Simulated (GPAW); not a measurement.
Set up this calculation in GPAW 26.7.0, as an ASE script.

```
Task                : single point
Functional          : PBE
Potentials or basis : GPAW PAW data sets (gpaw-data 1.2.1)
Cutoff              : 800 eV
Basis               : pw
k mesh              : 9 × 9 × 5
Occupations         : fermi-dirac, width 0.05 eV
Spin                : no spin polarisation
Maxiter             : 150
```

The system is CuO.

```
Cu O
1.0
     3.28802    0.00000    0.00000
    -1.64401    2.84751    0.00000
     0.00000    0.00000    5.38502
Cu O
2 2
Direct
  0.66667 0.33333 0.00000
  0.33333 0.66667 0.50000
  0.66667 0.33333 0.62520
  0.33333 0.66667 0.12520
```

Measurements of this composition are mostly on another form, of space group No. 15.

These files were run (other wordings do the same):

run.py

```python
from ase import Atoms
from ase.dft.bandgap import bandgap
from ase.io import write
from ase.units import GPa
from gpaw import GPAW, PW

atoms = Atoms(['Cu', 'Cu', 'O', 'O'],
              cell=[[3.2880244267, 0.0, 0.0],
                    [-1.6440122134, 2.8475126818, 0.0],
                    [0.0, 0.0, 5.38502486]],
              scaled_positions=[[0.6666666667, 0.3333333333, 0.0],
                                [0.3333333333, 0.6666666667, 0.5],
                                [0.6666666667, 0.3333333333, 0.6252],
                                [0.3333333333, 0.6666666667, 0.1252]],
              pbc=True)

calc = GPAW(mode=PW(800),
            xc='PBE',
            kpts={'size': (9, 9, 5), 'gamma': True},
            occupations={'name': 'fermi-dirac', 'width': 0.05},
            nbands=33,
            convergence={'density': 1e-05, 'energy': 1e-05},
            maxiter=150,
            txt='gpaw.txt')
atoms.calc = calc
energy = atoms.get_potential_energy()
forces = atoms.get_forces()
stress = atoms.get_stress()
calc.write('gs.gpw')
write('result.traj', atoms)
print(f'Energy: {energy:.6f} eV')
print('Forces (eV/A):')
print(forces.round(4))
print('Stress (GPa):', (stress / GPa).round(3))
print('Fermi level:', round(calc.get_fermi_level(), 4), 'eV')
print(f'Gap: {bandgap(calc)[0]:.4f} eV, direct: {bandgap(calc, direct=True)[0]:.4f} eV')
```

Potentials or basis: GPAW PAW data sets (gpaw-data 1.2.1), pw.

Launch:

```console
$ OMP_NUM_THREADS=1 python run.py
```

Results of the run:

* Pressure: -8.0 GPa
* Largest force: 0.075 eV/Å
* Band gap on the k mesh: none (metal or under the smearing width)

Caveat: with this Cu data set, volumes or pressures lay over 1.5 % or 2 GPa off other programs in two to four cells of ten; the run has no spin polarisation, though such a crystal can be magnetic; semilocal functionals often make such compounds metallic where correlation or magnetic order opens a gap, which also shifts bond lengths.

Wall time 120 s on 1 thread of Arm Neoverse V1 (shared host), peak memory 0.25 GiB.
